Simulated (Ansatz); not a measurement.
# Ionic part of the dielectric constant of BaTiO$_{3}$ at 25 GPa, mode by mode

Theory: Ansatz, DFT PBE+U, scalar-relativistic, plane waves, PAW. Settings: 420 eV plane-wave cutoff, Γ-centred 8×8×8 mesh, fixed occupations. U_eff = 4.0 eV on Ti d. No spin polarisation. Phonons by linear response, acoustic sum rule imposed.

The structure is cubic, space group Pm-3m (No. 221). Conventional cell: a = 3.873 Å, b = 3.873 Å, c = 3.873 Å, α = 90.00°, β = 90.00°, γ = 90.00°. Around Ba (site symmetry m-3m) lie 12 O at 2.74 Å. Ti (site symmetry m-3m) is surrounded by 6 O at 1.94 Å. Around O (site symmetry 4/mmm) lie 2 Ti at 1.94 Å.

Spin–orbit coupling is left out, which matters for heavy elements. Other phases may be more stable at this pressure.

The primitive cell has V = 58.07 Å³ and ε∞,zz = 5.944. Each polar mode adds Δε = (4.92064×10⁷/V)·S/ν² along z, with S its oscillator strength in e²/amu, ν in cm⁻¹ and V in Å³.

Question: From these modes, find each Δε and ε0,zz.
```csv
ν (cm⁻¹),S_zz (e²/amu)
210.1,0.05288
229.0,2.613
556.1,0.6973
```

Answer:
```
ν (cm⁻¹)     Δε
   210.1   1.01
   229.0  42.23
   556.1   1.91
```

The sum is 45.152, so ε0,zz = 51.10; the run's tensor has 51.09.

Question: Where do the longitudinal modes lie for a wave vector along z?

Answer: At 211, 475, 784 cm⁻¹. The Lyddane–Sachs–Teller product Π(ν_LO/ν_TO)² = 8.60 matches ε0/ε∞ = 8.60.

Symmetry holds off the tilts and polar distortions that many cubic perovskites undergo.

Cost: 1 run of about 14 core-minutes, on Arm Neoverse V1 (shared hosts).

The lattice response comes almost entirely from the 229.0 cm⁻¹ mode. Its neighbour at 210.1 cm⁻¹ is slightly softer but contributes little, so the contrast between these two lies in oscillator strength, not frequency. Against the 556.1 cm⁻¹ mode, both the larger strength and the lower frequency favour the dominant one. Such a strong mode probably involves Ti moving against O, where changing Ti 3d–O 2p hybridisation transfers charge and enlarges the dynamical charges. The weak mode is probably mostly Ba motion against the Ti–O framework.

The same polarity drives the large longitudinal–transverse splitting, although the macroscopic field can remix the modes, so pairing them by frequency order need not preserve their character.

All three polar frequencies are real, so this cell has no harmonic zone-centre ferroelectric instability, unlike cubic BaTiO₃ at ambient pressure. Compression, which strengthens short-range repulsion, is a likely reason, but the U term may also contribute by weakening Ti–O hybridisation. The harmonic result doesn't establish how the permittivity varies with temperature.
